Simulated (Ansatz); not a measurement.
**F: properties at the relaxed cell**

The task here is to estimate one member of a computed series from the others.

Method: DFT PBE+D3(BJ), scalar-relativistic, plane waves, PAW, in Ansatz 0.2.0.

2 further runs of the same task are left out: 2 set aside as unsound or not needed.

## Starting point

Symmetry: C2/m, No. 12, monoclinic system. The conventional cell has a = 5.881 Å, b = 3.387 Å, c = 7.382 Å, α = 90.00°, β = 108.05°, γ = 90.00°. F (site symmetry m) is surrounded by 1 F at 1.42 Å.

As a file:

```xyz
4
Lattice="2.9375 -1.6934 -0.1276 2.9375 1.6934 -0.1276 -1.9806 0.0000 7.1113" Properties=species:S:1:pos:R:3 pbc="T T T"
F     0.2702    0.0000    0.6550
F     3.6243    0.0000    6.2011
F     1.7546    0.0000    4.1094
F     2.1399    0.0000    2.7467
```

It is the result of an earlier relaxation at this level (volume 17.47 Å³/atom; gap on the mesh: 2.85 eV).

Set-up of the first run:

Input file input.yaml:

```yaml
crystal:
  lattice:
    - [2.9078684782, -1.676313956, -0.1262929922]
    - [2.9078684782, 1.676313956, -0.1262929922]
    - [-1.9606197761, 0.0, 7.0394831922]
  atoms:
    - { symbol: F, position: [0.0779839656, 0.0779839656, 0.094906104] }
    - { symbol: F, position: [0.9220160344, 0.9220160344, 0.905093896] }
    - { symbol: F, position: [0.4995077328, 0.4995077328, 0.5957932466] }
    - { symbol: F, position: [0.5004922672, 0.5004922672, 0.4042067534] }
basis:
  ecutwfc: 420
kpoints:
  mp_grid: { grid: [8, 8, 4] }
hamiltonian:
  xc: pbe
  dispersion: d3bj
scf:
  occupations: { method: gaussian, width: 0.02 }
output:
  forces: true
  stress: true
  eigenvalues: true
relax:
  adjacent_minimum: "off"
  f_tol: 0.01
  max_steps: 30
  cell: { stress_tol: 0.1, fix: [volume] }
```

Steps of the session up to this table: Point at V/V0 = 0.97; Point at V/V0 = 1.03; The cell scaled to 0.94 of its volume; The cell scaled to 1.06 of its volume; Point at V/V0 = 0.91; The cell scaled to 1.10 of its volume; The cell scaled to 0.88 of its volume.

One of the session's tables, all rows but one given; the rest of the session is left out.

It belongs to the step «Fit of the equation of state». 

| volume (Å³/atom) | energy above the lowest point (meV/atom) | pressure (GPa) | gap on the mesh (eV) |
| --- | --- | --- | --- |
| 15.377 | 3.7 | 0.63 | 2.68 |
| 15.901 | 2.0 | 0.41 | 2.73 |
| 16.425 | 0.8 | 0.24 | 2.77 |
| 16.949 | ? | ? | ? |
| 17.474 | 0.0 | 0.01 | 2.85 |
| 17.998 | 0.2 | -0.08 | 2.87 |
| 18.522 | 0.6 | -0.16 | 2.90 |
| 19.221 | 1.2 | -0.23 | 2.94 |

**Question.** Estimate the row for volume (Å³/atom) = 16.949.

Worked estimate for «energy above the lowest point (meV/atom)». A straight line through the neighbours (16.425, 0.8) and (17.474, 0.0) gives 0.8 + (0.0 − 0.8) × (16.949 − 16.425) / (17.474 − 16.425) = 0.4; a parabola fitted to 4 rows on both sides gives 0.2.

**Answer.** energy above the lowest point (meV/atom): 0.2; pressure (GPa): 0.11; gap on the mesh (eV): 2.81. In «energy above the lowest point (meV/atom)» the line misses by +0.2 and the parabola by 0.0.
